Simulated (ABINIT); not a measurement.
Runs of ABINIT 10.8.3 (patched build) on Au. Symmetry: Fm-3m, No. 225, cubic system. Conventional cell: a = 4.070 Å, b = 4.070 Å, c = 4.070 Å, α = 90.00°, β = 90.00°, γ = 90.00°. Au (site symmetry m-3m) has 12 Au at 2.88 Å as nearest neighbours. 

```csv
task,level,potentials or basis,spin,cell,k mesh,cutoff (eV),smearing,fine-grid cutoff,SCF threshold (tolvrs),other keys,mesh quality,gap on the mesh (eV),pressure (GPa),V0 of scaled cells (Å³/atom),B0 (GPa)
single point,PBEsol,PseudoDojo NC SR PBEsol v0.4.1 standard,off,cell relaxed,8 × 8 × 8,871,fermi-dirac 0.05 eV,-,-,-,not flagged,none,-1.6,-,-
equation of state,BLYP+D3(BJ),JTH PAW PBE v2.0,off,as given,11 × 11 × 11,680,fermi-dirac 0.05 eV,1278.94 eV,-,-,not flagged,-,-,17.61,152
band structure,rPW86PBE,JTH PAW PBE v2.0,off,as given,11 × 11 × 11,680,fermi-dirac 0.05 eV,1278.94 eV,-,-,not flagged,none,23.0,-,-
band structure,PBE,PseudoDojo NC SR PBE v0.4 stringent,off,as given,11 × 11 × 11,1034,fermi-dirac 0.05 eV,-,-,-,not flagged,none,10.3,-,-
band structure,WC,JTH PAW PBE v2.0,off,as given,11 × 11 × 11,680,fermi-dirac 0.05 eV,1278.94 eV,-,-,not flagged,none,(d),-,-
single point,LDA,JTH PAW LDA v2.0,off,as given,4 × 4 × 4,680,fermi-dirac 0.05 eV,1278.94 eV,-,-,coarse,none,-0.4,-,-
single point,PBE,JTH PAW PBE v2.0,off,as given,9 × 9 × 9,680,fermi-dirac 0.05 eV,1278.94 eV,-,-,not flagged,none,11.0,-,-
band structure,HCTH407,PseudoDojo NC SR PBE v0.4.1 standard,off,as given,11 × 11 × 11,1034,fermi-dirac 0.05 eV,-,-,-,not flagged,none,(c),-,-
band structure,LDA,JTH PAW LDA v2.0,off,as given,11 × 11 × 11,680,fermi-dirac 0.05 eV,1278.94 eV,-,-,not flagged,none,(b),-,-
band structure,PBE,SG15 NC PBE v1.2,off,as given,11 × 11 × 11,1034,fermi-dirac 0.05 eV,-,-,-,not flagged,none,10.9,-,-
equation of state,BP86+D3,JTH PAW PBE v2.0,off,as given,11 × 11 × 11,680,fermi-dirac 0.05 eV,1278.94 eV,-,-,not flagged,-,-,(a),155
single point,PBE,Ansatz NC PBE,"collinear, ferromagnetic start",as given,11 × 11 × 11,1034,cold (ABINIT) 0.02 eV,-,1e-07,tolvrs = 1e-07,not flagged,none,10.9,-,-
```

Question: Fill in the values left out.

Answer: (a) 16.79; (b) -2.9; (c) 10.2; (d) 3.7.

Caveats: some runs use coarse meshes; spin-orbit coupling is left out, which moves the levels of the heavy elements (some runs); the PAW data sets were made with another functional, which shifts forces and pressure a little (some runs); pressures at fixed basis lie under the slope of the energies (some runs); the potentials were made for another functional, which shifts forces and pressure (some runs); so large a pressure means that the cell lies far from this level's equilibrium, or that cutoff or potentials fall short (some runs).

A k mesh can miss the band edges, and the runs leave out spin-orbit coupling on Au.

A gap of «none» marks a metal or a gap under the smearing width.

The runs don't all hold the same shells in valence.
